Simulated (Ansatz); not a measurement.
# Stack of Hf2CO2 MXene under honeycomb BAs, shifted by two thirds of the diagonal in a perpendicular field

What dipole does a perpendicular field induce in the stack of Hf2CO2 MXene under honeycomb BAs, shifted by two thirds of the diagonal, and does the gap follow? A positive field points along +c.

Calculated with Ansatz 0.2.0; plane-wave DFT, PBE-D3(BJ), Ansatz PAW.

## (1) The structure

The cell holds 7 atoms: 2 O, 2 Hf, 1 C, 1 As and 1 B. Its edges and angles: a = 3.340 Å, b = 3.339 Å, c = 46.803 Å, α = 90.0°, β = 90.0°, γ = 120.0°. Regions: layer 1: Hf2CO2 MXene, 5 atoms (2 O, 2 Hf and 1 C); layer 2: honeycomb BAs, 2 atoms (1 As and 1 B). Vacuum lies along c.

## (2) Relaxation

The starting cell is a guess, so the in-plane lattice and the atoms are relaxed first, with the slab cut off from its images along the normal.

input.yaml reads:

```yaml
crystal:
  lattice:
    - [3.3395, 0.0, 0.0]
    - [-1.66975, 2.8920918359, 0.0]
    - [0.0, 0.0, 46.8029467937]
  atoms:
    - { symbol: O, position: [0.3333333333, 0.6666666667, 0.4155721238] }
    - { symbol: Hf, position: [0.6666666667, 0.3333333333, 0.4407568975] }
    - { symbol: C, position: [0.0, 0.0, 0.4684848903] }
    - { symbol: Hf, position: [0.3333333333, 0.6666666667, 0.4962128832] }
    - { symbol: O, position: [0.6666666667, 0.3333333333, 0.5213976569] }
    - { symbol: As, position: [0.3333333333, 0.6666666667, 0.5844278762] }
    - { symbol: B, position: [0.0, 0.0, 0.5844278762] }
  periodic: [true, true, false]
kpoints:
  mp_grid: { grid: [12, 12, 1] }
hamiltonian:
  xc: pbe
  dispersion: d3bj
scf:
  occupations: { method: fermi_dirac, width: 0.05 }
  convergence: { dr2_threshold: 1.0e-09 }
relax:
  f_tol: 0.004
  max_steps: 90
  cell: {}
output:
  write_potential: true
  write_density: true
  volumetric_format: npy
```

The run is started by

```sh
ansatz run input.yaml --threads 2 --pin off --max-ram 4096MiB --backend cpu --events-out ev --progress --plain --runs-dir out
```

Numbers of over 12 decimals in the logs are rounded to 6 here.

The program printed:

```text
Warning: relax.cell: scf.convergence.dr2_threshold = 1e-9 eV is looser than the 2.18398171493e-10 eV advised for a relaxation that steers and ends on the stress (1e-10 eV for each atom of the cell: 7, times the square of relax.cell.stress_2d_tol = 0.05 N/m over 17.9 Å (the atoms' height at the walk's start and 5 Å past either face), 2.793e-2 GPa, over a crystal's default 0.05). What an SCF threshold leaves in a stress goes as its square root, and in the free energy as the threshold itself, and one threshold admits the most on a small cell: [figures from the program's tests cut] Set scf.convergence.dr2_threshold to 2.18398171493e-10 eV or tighter. [rest of the remark cut]
Engine: ansatz 0.2.0, x86_64-unknown-linux-gnu
Pseudopotentials: kind: paw
Pseudopotential: O, paw, valence charge 6, recommended cutoff 420 eV (normal), O.paw.azcp
Pseudopotential: Hf, paw, valence charge 26, recommended cutoff 420 eV (normal), Hf.paw.azcp
Pseudopotential: C, paw, valence charge 4, recommended cutoff 420 eV (normal), C.paw.azcp
Pseudopotential: As, paw, valence charge 15, recommended cutoff 420 eV (normal), As.paw.azcp
Pseudopotential: B, paw, valence charge 3, recommended cutoff 420 eV (normal), B.paw.azcp
Functional definition: PBE
  parameter kappa = 0.804
  parameter beta = 0.066725
  exchange = pbe_x(kappa = kappa, mu = beta*pi^2/3)
  correlation = pbe_c(beta = beta)
Crystal: 7 atoms, lattice volume = 452.029 Å³
Basis set: ecut = 420 eV, 8953 PW (Γ), exchange–correlation on 48×48×640 points (8 copies of the dense FFT grid, shifted against one another)
Bands: 52, of which v1, the nominal top of the filled ones, is band 43 counted from 1 (42 counted from 0)
Symmetry: 6 space group operations
Space group: P3m1 (ITA 156), of the structure as read, at distance tolerance 7.7e-5 Å
k-points: 19 of 144 (time reversal used)
Non-local potential: O, projectors of the file, l = 0: 2, l = 1: 2, l = 2: 1
Non-local potential: Hf, projectors of the file, l = 0: 3, l = 1: 2, l = 2: 2, l = 3: 3
Non-local potential: C, projectors of the file, l = 0: 2, l = 1: 2, l = 2: 1
Non-local potential: As, projectors of the file, l = 0: 2, l = 1: 2, l = 2: 3, l = 3: 1
Non-local potential: B, projectors of the file, l = 0: 2, l = 1: 2, l = 2: 1
PAW form: soft (Blöchl's): semilocal exchange-correlation on the pseudo side does not see the compensation charge
PAW one-centre angular grid: O, 110 points (default); XC on 64 Gauss nodes
PAW one-centre angular grid: Hf, 590 points (default); XC on 64 Gauss nodes
PAW one-centre angular grid: C, 110 points (default); XC on 64 Gauss nodes
PAW one-centre angular grid: As, 590 points (default); XC on 64 Gauss nodes
PAW one-centre angular grid: B, 110 points (default); XC on 64 Gauss nodes
Initial density: superposition of atomic densities (neutral atoms: chi_scale 0, normalization atom), corrected by the library's trained network
Initial wavefunctions: pseudopotential atomic-orbital guess
Functional: x = pbe(κ = 0.804, μ = 0.219515), c = pbe(β = 0.066725)
SCF iter   1: F=—  HF=-37846.599530 eV  |F-HF|=—  |Δ(HF+E_count)|=         —  Δρ=2.99e-3  dr2=4.67e-1  ethr=1.77e-3  ⟨swp⟩=11.8  Hψ=5923  notcnv=0  defer=15
preconditioner: auto → LDOS  [insulator: Δε(μ)=0.168 eV  Ē_g=12.629 eV  σ=0.050 eV  W_gap=0.66  n_scr=30 (ndim 8)  ℏωp=13.5 eV  f_vac=0.761  D(μ)=0.22/eV (n_scr^D=4)  ε∞_Penn≈2.1  β→1.0]
SCF iter   2: F=—  HF=-37846.694244 eV  |F-HF|=—  |Δ(HF+E_count)|=   9.47e-2  Δρ=7.03e-3  dr2=2.63e0  ethr=5.43e-4  ⟨swp⟩=4.9  Hψ=1973  notcnv=0  defer=46  recentre
SCF iter   3: F=—  HF=-37846.567393 eV  |F-HF|=—  |Δ(HF+E_count)|=   1.27e-1  Δρ=1.17e-3  dr2=1.19e-1  ethr=5.43e-4  ⟨swp⟩=4.2  Hψ=1805  notcnv=0  defer=49
SCF iter   4: F=—  HF=-37846.555638 eV  |F-HF|=—  |Δ(HF+E_count)|=   1.18e-2  Δρ=7.91e-4  dr2=7.17e-3  ethr=1.38e-4  ⟨swp⟩=3.3  Hψ=1568  notcnv=0  defer=47
SCF iter   5: F=—  HF=-37846.555037 eV  |F-HF|=—  |Δ(HF+E_count)|=   6.01e-4  Δρ=2.60e-4  dr2=5.65e-3  ethr=8.34e-6  ⟨swp⟩=3.0  Hψ=1777  notcnv=0  defer=48
SCF iter   6: F=—  HF=-37846.554738 eV  |F-HF|=—  |Δ(HF+E_count)|=   2.99e-4  Δρ=9.82e-5  dr2=7.02e-5  ethr=6.57e-6  ⟨swp⟩=1.7  Hψ=1009  notcnv=0  defer=48
SCF iter   7: F=—  HF=-37846.554784 eV  |F-HF|=—  |Δ(HF+E_count)|=   4.60e-5  Δρ=6.33e-5  dr2=2.42e-4  ethr=8.17e-8  ⟨swp⟩=3.4  Hψ=2226  notcnv=0  defer=48
SCF iter   8: F=—  HF=-37846.554773 eV  |F-HF|=—  |Δ(HF+E_count)|=   1.09e-5  Δρ=1.74e-5  dr2=2.59e-6  ethr=8.17e-8  ⟨swp⟩=3.8  Hψ=2155  notcnv=0  defer=48
SCF iter   9: F=—  HF=-37846.554692 eV  |F-HF|=—  |Δ(HF+E_count)|=   8.18e-5  Δρ=1.43e-5  dr2=1.15e-5  ethr=3.02e-9  ⟨swp⟩=3.5  Hψ=2153  notcnv=0  defer=48
SCF iter  10: F=—  HF=-37846.554691 eV  |F-HF|=—  |Δ(HF+E_count)|=   2.81e-7  Δρ=3.52e-6  dr2=1.50e-7  ethr=3.02e-9  ⟨swp⟩=2.8  Hψ=1737  notcnv=0  defer=48
SCF iter  11: F=—  HF=-37846.554691 eV  |F-HF|=—  |Δ(HF+E_count)|=   1.45e-7  Δρ=1.50e-6  dr2=1.63e-8  ethr=1.74e-10  ⟨swp⟩=3.7  Hψ=2190  notcnv=0  defer=48
SCF iter  12: F=—  HF=-37846.554692 eV  |F-HF|=—  |Δ(HF+E_count)|=   7.11e-8  Δρ=4.46e-7  dr2=1.32e-9  ethr=1.90e-11  ⟨swp⟩=3.3  Hψ=1846  notcnv=0  defer=48
SCF iter  13: F=-37846.554692 eV  HF=-37846.554692 eV  |F-HF|=9.75e-10  |Δ(HF+E_count)|=   1.54e-8  Δρ=2.10e-7  dr2=4.56e-10  ethr=1.16e-12  ⟨swp⟩=12.5  Hψ=8459  notcnv=0
SCF 1 converged in 13 iterations: F = -37846.554692 eV  dr2 = 4.56e-10
  greatest PAW one-centre occupation: 0.999 electrons in one spin orbital (limit 2), on the As atom at site 5 (counted from 0), in its partial waves of l = 2
relax step   1: F+E_penalty+E_count = -37846.55469158 eV  Δ(F+E_penalty+E_count) = +0.000e0 eV  max|allowed force component| = 4.302e0 eV/Å  Δτ_max = 0.0000 Å  P = -11.616 N/m  Ω = 452.029 Å³  fix = [c, alpha, beta]  reactions: c +0.000 N/m  (13 SCF iters, accepted)
Crystal: 7 atoms, lattice volume = 444.407 Å³
Basis set: ecut = 420 eV, 8833 PW (Γ), exchange–correlation on 48×48×640 points (8 copies of the dense FFT grid, shifted against one another)
Initial density: handed on by an earlier stage of this run
Initial wavefunctions: those handed on with the density
iter 1 solved again at ethr=1.73e-3 eV; its pass at ethr=3.10e-3 eV (dr2=1.49e0 eV) is discarded
SCF iter   1: F=—  HF=-37847.693462 eV  |F-HF|=—  |Δ(HF+E_count)|=         —  Δρ=1.37e-2  dr2=1.50e0  ethr=1.73e-3  ⟨swp⟩=2.2  Hψ=6454  notcnv=0
preconditioner: auto → Resta (q_TF=auto, 2.075 Å⁻¹)  ε∞=2.1  [insulator: Δε(μ)=0.689 eV  Ē_g=13.120 eV  σ=0.050 eV  W_gap=1.00  n_scr=30 (ndim 8)  ℏωp=13.6 eV  f_vac=0.760  D(μ)=0.00/eV (n_scr^D=0)  ε∞_Penn≈2.1  vacuum switching on, ρ_ref=1.2e-2 e/Å³]
[...]
[... from here on, the SCF cycles and remarks between the steps are left out ...]
relax step   4: F+E_penalty+E_count = -37847.57307583 eV  Δ(F+E_penalty+E_count) = -1.689e-2 eV  max|allowed force component| = 3.319e-1 eV/Å  Δτ_max = 0.1239 Å  P = -1.246 N/m  Ω = 442.142 Å³  energy of the carried Pulay correction = +4.948e-3 eV  fix = [c, alpha, beta]  reactions: c -0.000 N/m  (12 SCF iters, accepted)
relax step   5: F+E_penalty+E_count = -37847.58401525 eV  Δ(F+E_penalty+E_count) = -1.094e-2 eV  max|allowed force component| = 1.350e-1 eV/Å  Δτ_max = 0.1949 Å  P = -0.638 N/m  Ω = 441.670 Å³  energy of the carried Pulay correction = +5.187e-3 eV  fix = [c, alpha, beta]  reactions: c -0.000 N/m  (12 SCF iters, accepted)
relax step   6: F+E_penalty+E_count = -37847.58739453 eV  Δ(F+E_penalty+E_count) = -3.379e-3 eV  max|allowed force component| = 6.173e-2 eV/Å  Δτ_max = 0.0778 Å  P = -0.515 N/m  Ω = 442.509 Å³  energy of the carried Pulay correction = +4.762e-3 eV  fix = [c, alpha, beta]  reactions: c -0.000 N/m  (11 SCF iters, accepted)
relax step   7: F+E_penalty+E_count = -37847.58904946 eV  Δ(F+E_penalty+E_count) = -1.655e-3 eV  max|allowed force component| = 2.060e-3 eV/Å  Δτ_max = 0.0119 Å  P = +0.022 N/m  Ω = 441.308 Å³  energy of the carried Pulay correction = +5.370e-3 eV  fix = [c, alpha, beta]  reactions: c +0.000 N/m  (9 SCF iters, accepted)
relax step   8: F+E_penalty+E_count = -37847.58904747 eV  Δ(F+E_penalty+E_count) = +1.992e-6 eV  max|allowed force component| = 2.095e-3 eV/Å  Δτ_max = 0.0059 Å  P = +0.012 N/m  Ω = 441.338 Å³  energy of the carried Pulay correction = +5.355e-3 eV  fix = [c, alpha, beta]  reactions: c +0.000 N/m  (9 SCF iters, accepted)
relax step   9: F+E_penalty+E_count = -37847.58429719 eV  Δ(F+E_penalty+E_count) = +4.750e-3 eV  max|allowed force component| = 1.772e-3 eV/Å  Δτ_max = 0.0000 Å  P = -0.075 N/m  Ω = 441.338 Å³  fix = [c, alpha, beta]  reactions: c -0.000 N/m  stress off target by 7.52e-2 N/m on what of the cell is left free  SCF on the basis re-selected at this cell (its energy is not comparable with the rows above)  (8 SCF iters)
relax step  10: F+E_penalty+E_count = -37847.58436073 eV  Δ(F+E_penalty+E_count) = -6.354e-5 eV  max|allowed force component| = 1.167e-3 eV/Å  Δτ_max = 0.0011 Å  P = -0.017 N/m  Ω = 441.229 Å³  energy of the carried Pulay correction = +5.698e-5 eV  fix = [c, alpha, beta]  reactions: c -0.000 N/m  (7 SCF iters, accepted)
iter 1 solved again at ethr=1.25e-7 eV; its pass at ethr=3.10e-3 eV (dr2=1.07e-4 eV) is discarded
SCF iter   1: F=—  HF=-37847.584364 eV  |F-HF|=—  |Δ(HF+E_count)|=         —  Δρ=1.42e-6  dr2=6.13e-9  ethr=1.25e-7  ⟨swp⟩=6.8  Hψ=11038  notcnv=0
eigensolver tolerance schedule: the retry pair's looser diagonalisation over-reported the residual by 17490.50 of it (diagonalisation noise at 2.38 of the residual, at the tolerance the schedule requests for it); recorded, not acted on — ethr = c·dr2/N_el stays at c = 1.0e-1
SCF iter   2: F=—  HF=-37847.584305 eV  |F-HF|=—  |Δ(HF+E_count)|=   5.97e-5  Δρ=9.24e-7  dr2=3.90e-9  ethr=7.13e-12  ⟨swp⟩=7.2  Hψ=4663  notcnv=0
SCF iter   3: F=-37847.584305 eV  HF=-37847.584305 eV  |F-HF|=7.35e-10  |Δ(HF+E_count)|=  9.31e-10  Δρ=4.93e-7  dr2=7.28e-10  ethr=1.16e-12  ⟨swp⟩=18.9  Hψ=10998  notcnv=0
SCF 11 converged in 3 iterations: F = -37847.584305 eV  dr2 = 7.28e-10
relax step  11: F+E_penalty+E_count = -37847.58430468 eV  Δ(F+E_penalty+E_count) = +5.606e-5 eV  max|allowed force component| = 1.179e-3 eV/Å  Δτ_max = 0.0000 Å  P = -0.017 N/m  Ω = 441.229 Å³  fix = [c, alpha, beta]  reactions: c -0.000 N/m  stress off target by 1.73e-2 N/m on what of the cell is left free  SCF on the basis re-selected at this cell (its energy is not comparable with the rows above)  (3 SCF iters)
basis re-selected at this cell: Δ(F+E_penalty+E_count) = +5.606e-5 eV, ΔP = -0.001 N/m vs the last step (what re-selecting the basis moved, of the pressure what is left beyond the Pulay correction that the steps carried, after the strain that the cell walked since its last selection, with what the two solves' SCF thresholds leave and, on support functions, any second-order correction that the steps lacked; it is no m [...]
WARN: The output density's exchange-correlation potential varies sharply where the density is thin. Do not read a vacuum level from v_tot or v_xc, or from such a field of the output density. On a cell that repeats whose density bears no net charge and no dipole along the vacuum's axis use v_es (v_loc + v_h of the components); under efield.dipole_correction with no amplitude use v_es + v_field, which holds any externa [...]
SCF converged after 3 iterations
Free energy (F): -37847.584305 eV
Harris-Foulkes:  -37847.584305 eV  (|F-HF|=7.35e-10)
Internal energy: -37847.584294 eV  (E = F + TS)
E sigma→0 (E₀):  -37847.584299 eV
Entropy (-TS):   -0.000010 eV (-0.001 meV/atom)
Fermi energy:    -4.640400 eV
--- Per-component energies (eV) ---
  E_band       = -1945.765794
  E_kinetic    = 1432.154484
  E_local      = -634551.208103  (includes V_loc(G=0)·N_el)
  E_nonlocal   = -3021.852400
  E_hartree    = 316046.734989
  E_xc         = -906.374152
  E_vxc        = -896.785888  (∫ρ·V_xc dr)
  E_paw        = -16184.384408  (= ΣΔE_a)
  E_vpaw       = 2998.458147  (= ΣTr[D̂ρ^β])
  E_aug_tail   = 0.004873  (compensation charges beyond the density's cutoff)
  E_ewald      = 299338.787163
  E_disp       = -1.446739  (pairwise vdW)
  E_smearing   = -0.000010  (= −TS)
  E_closure    = 0.000000  (closes the sum)
  Σ components = -37847.584305   (vs F -37847.584305, Δ=0.00e0)
--- Forces (eV/Å), atoms counted from 1 ---
  atom   1  O      0.00000000     0.00000000     0.00053017
  atom   2  Hf     0.00000000     0.00000000    -0.00056869
  atom   3  C      0.00000000     0.00000000     0.00111780
  atom   4  Hf    -0.00000000    -0.00000000     0.00011446
  atom   5  O      0.00000000    -0.00000000    -0.00117966
  atom   6  As     0.00000000    -0.00000000     0.00078897
  atom   7  B      0.00000000    -0.00000000    -0.00080745
  max |Σ_I F_I| component: 4.40e-6 eV/Å
--- 2D stress c σ (N/m, compression-positive) ---
       -0.017311       0.000000      -0.000000
        0.000000      -0.017311      -0.000000
       -0.000000      -0.000000      -0.000000
  P = ½ c Tr σ = -0.0173 N/m
--- Band table (eV; the first three rows and the last of 19) ---
  k-point 0: bands = [... 39 lower, -6.3847, -6.3847, -5.2082, -5.2082, -3.0040, -3.0040, -2.5999, -1.3270, ... 5 higher]
  k-point 1: bands = [... 39 lower, -6.6143, -6.3276, -5.7864, -5.4634, -3.0366, -2.6831, -2.4740, -1.3356, ... 5 higher]
  k-point 2: bands = [... 39 lower, -7.1429, -6.8519, -6.1309, -5.9166, -3.3830, -2.0995, -2.0742, -1.3318, ... 5 higher]
  k-point 18: bands = [... 39 lower, -7.5911, -7.5495, -7.5376, -5.0333, -4.2321, -2.6569, -1.7232, -1.6832, ... 5 higher]
  the weakly bound empty levels are not read free of the cell's end (no_gap_told)
--- Relaxed structure (9 steps of the walk, 9 accepted, 2 SCFs on fresh bases) ---
  F+E_penalty+E_count = -37847.58430468 eV   max|allowed force component| = 1.179e-3 eV/Å   (the final SCF, on the basis selected at the relaxed cell)
  cell:  # Å, volume = 441.2291 Å³
    - [3.299363, 0, 0]
    - [-1.649682, 2.857333, 0]
    - [0, 0, 46.8029467937]
  atoms:
    - { symbol: O, position: [0.333333, 0.666667, 0.419975] }
    - { symbol: Hf, position: [0.666667, 0.333333, 0.439618] }
    - { symbol: C, position: [7.40148683088823e-17, 1.4727448284591006e-17, 0.468893] }
    - { symbol: Hf, position: [0.333333, 0.666667, 0.498168] }
    - { symbol: O, position: [0.666667, 0.333333, 0.517640] }
    - { symbol: As, position: [0.333333, 0.666667, 0.582922] }
    - { symbol: B, position: [7.401486830888227e-17, 1.472744828459101e-17, 0.584063] }
```

It took 11 min on 2 threads of Intel Xeon at 2.50GHz (Skylake/Cascade Lake), shared host; peak memory 0.92 GiB; 20 min of CPU time.

Relaxation path:

```csv
step,energy less that of the first step (eV),largest force component (eV/Å),volume (Å³)
1,0.0000,4.3017,452.03
2,-0.6740,3.5593,444.41
3,-1.0015,0.3201,448.52
4,-1.0184,0.3319,442.14
5,-1.0293,0.1350,441.67
6,-1.0327,0.0617,442.51
7,-1.0344,0.0021,441.31
8,-1.0344,0.0021,441.34
9*,-1.0296,0.0018,441.34
10,-1.0297,0.0012,441.23
11*,-1.0296,0.0012,441.23
```

Relaxation steps marked * repeat the geometry before them on a plane-wave basis chosen anew for their cell, so energy and pressure can jump there.

Forces are held to the 6 operations that the run works with; a distortion that breaks them can't arise in this run.

```csv
cell as run,before,after,change
a (Å),3.340,3.299,-1.2 %
b (Å),3.339,3.299,-1.2 %
```

The atoms that moved most (Å, along periodic axes as changes of fractional coordinates times the final cell, across vacuum about the mean position):

```csv
atom,dx,dy,dz,length
O1,0.000,0.000,0.206,0.206
O5,0.000,0.000,-0.176,0.176
Hf4,0.000,0.000,0.092,0.092
As6,0.000,0.000,-0.070,0.070
Hf2,0.000,0.000,-0.053,0.053
C3,0.000,0.000,0.019,0.019
B7,0.000,0.000,-0.017,0.017
```

The lattice constant a goes from 3.340 to 3.299 Å.

(Continued in part 2 of 2.)

[Logs are printed without paths, hosts, clocks, repeated set-up lines and the standing remarks that a program may print on its own settings, such as how far it seeks lower states.]

[Hosts, paths, dates, database ids (printed as entryN), source tags and the programs' standing remarks are cut or masked in the printed files.]

[Maps of the electrostatic potential energy from Ansatz leave out the sawtooth potential of an applied field or a dipole correction, so their vacuum need not be flat; planar profiles and work functions include it.]
